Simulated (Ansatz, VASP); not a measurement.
# WC in VASP and in Ansatz

File INCAR:

```
SYSTEM = WC
PREC = Accurate
ENCUT = 600
EDIFF = 1E-6
ISMEAR = 0
SIGMA = 0.1
LREAL = .False.
LASPH = .True.
NELM = 60
ALGO = Normal
ISIF = 3
LWAVE = .False.
LCHARG = .False.
GGA = PE
IBRION = 2
NSW = 90
EDIFFG = -0.04
```

File KPOINTS:

```
regular mesh
0
Gamma
  6 6 6
  0 0 0
```

Contents of POSCAR:

```
WC
1.0
    0.0000000000      3.1759218100      3.1759218100
    3.1759218100      0.0000000000      3.1759218100
    3.1759218100      3.1759218100      0.0000000000
W C
2 2
Direct
    0.5000000000      0.5000000000      0.5000000000
    0.7500000000      0.7500000000      0.7500000000
    0.0000000000      0.0000000000      0.0000000000
    0.2500000000      0.2500000000      0.2500000000
```

Input for Ansatz:

```yaml
crystal:
  lattice:
    - [0.0, 3.17592181, 3.17592181]
    - [3.17592181, 0.0, 3.17592181]
    - [3.17592181, 3.17592181, 0.0]
  atoms:
    - { symbol: W, position: [0.5, 0.5, 0.5] }
    - { symbol: W, position: [0.75, 0.75, 0.75] }
    - { symbol: C, position: [0.0, 0.0, 0.0] }
    - { symbol: C, position: [0.25, 0.25, 0.25] }
basis:
  ecutwfc: 420
kpoints:
  mp_grid: { grid: [6, 6, 6] }
hamiltonian:
  xc: pbe
scf:
  occupations: { method: gaussian, width: 0.1 }
  lower_state_search: "off"
output:
  forces: true
  stress: true
  eigenvalues: true
relax:
  adjacent_minimum: "off"
  f_tol: 0.04
  max_steps: 70
  cell: { stress_tol: 0.4 }
```

Change from the starting cell: species swapped into the LiIn type (Fd-3m, No. 227).

Alike in both runs: task relaxation of cell and atoms; functional PBE; k mesh 6 × 6 × 6; occupations gaussian, width 0.1 eV; no spin polarisation.

|  | VASP | Ansatz |
| --- | --- | --- |
| version | VASP 6.6.1 | Ansatz 0.2.0 |
| potentials or method | VASP PAW PBE potentials, release 64 (W_sv, C) | scalar-relativistic, plane waves, PAW |
| plane-wave cutoff (eV) | 600 | 420 |
| valence electrons in the cell | 36 | 36 |

```csv
,VASP,Ansatz,Ansatz less VASP
"gap on the k mesh at the Fermi level, each at its own relaxed structure (eV)",none,none,-
relaxed volume (Å³/atom),12.08,12.05,-0.033
relaxed cell length with the largest relative difference (Å),4.088,4.084,-0.0037
energy change over the relaxation (meV/atom),-589,-598,-9.4
```

A gap of «none» marks a metal or a gap that the smearing closes.

Caveats: the volume moved by over 15 % at a fixed basis, so the end points are rough. The runs have no spin-orbit coupling, so splittings on W are missing.
